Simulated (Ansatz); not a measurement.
Set up this calculation in Ansatz 0.2.0, as the native input.

```yaml
Task: band structure
Functional: PBE
Potentials_or_basis: Ansatz PAW
Cutoff: "420 eV (not typed: the program's choice for these potentials)"
k_mesh: 12 × 12 × 12
Occupations: fermi-dirac, width 0.05 eV
Spin: no spin polarisation
Path: "[[\"G\", \"X\", \"Y\", \"S\", \"G\", \"Z\", \"S1\", \"N\", \"P\", \"Y1\", \"Z\"], [\"X\", \"P\"]]"
Points_for_each_segment_of_the_path: 14
```

Si2W:

```
W Si
1.0
    -1.60690    1.60690    3.91495
     1.60690   -1.60690    3.91495
     1.60690    1.60690   -3.91495
W Si
1 2
Direct
  0.00000 0.00000 0.00000
  0.66530 0.66530 0.00000
  0.33470 0.33470 0.00000
```

These files were run (other wordings do the same):

input.yaml

```yaml
crystal:
  lattice:
    - [-1.6069, 1.6069, 3.91495]
    - [1.6069, -1.6069, 3.91495]
    - [1.6069, 1.6069, -3.91495]
  atoms:
    - { symbol: W, position: [0.0, 0.0, 0.0] }
    - { symbol: Si, position: [0.6653, 0.6653, 0.0] }
    - { symbol: Si, position: [0.3347, 0.3347, 0.0] }
hamiltonian:
  xc: pbe
  pseudopotentials: { kind: paw }
kpoints:
  mp_grid: { grid: [12, 12, 12] }
  band_path:
    path:
      - [[0.0, 0.0, 0.0], [0.0, 0.0, 0.5], [-0.084235521, 0.084235521, 0.5], [-0.2921177605, 0.2921177605, 0.2921177605], [0.0, 0.0, 0.0], [0.5, 0.5, -0.5], [0.2921177605, 0.7078822395, -0.2921177605], [0.0, 0.5, 0.0], [0.25, 0.25, 0.25], [0.5, 0.5, -0.084235521], [0.5, 0.5, -0.5]]
      - [[0.0, 0.0, 0.5], [0.25, 0.25, 0.25]]
    npoints: 14
scf:
  occupations: { method: fermi_dirac, width: 0.05 }
  n_extra_bands: 7
output:
  forces: true
  stress: true
  eigenvalues: true
  fatbands: true
```

Potentials or basis: Ansatz PAW.

Run with:

```sh
$ ansatz run input.yaml --threads 2 --pin off --max-ram 5632MiB --backend cpu --events-out ev --progress --plain --runs-dir out
```

Results of the run:

```json
{
 "Pressure": "3.3 GPa",
 "Largest force": "0.076 eV/Å",
 "Band gap on the k mesh": "none (metal or under the smearing width)"
}
```

Caveat: spin-orbit coupling is left out, which moves the levels of the heavy elements.

Wall time 4.8 s on 2 threads of Arm Neoverse V2, with other jobs on the host, peak memory 0.39 GiB.
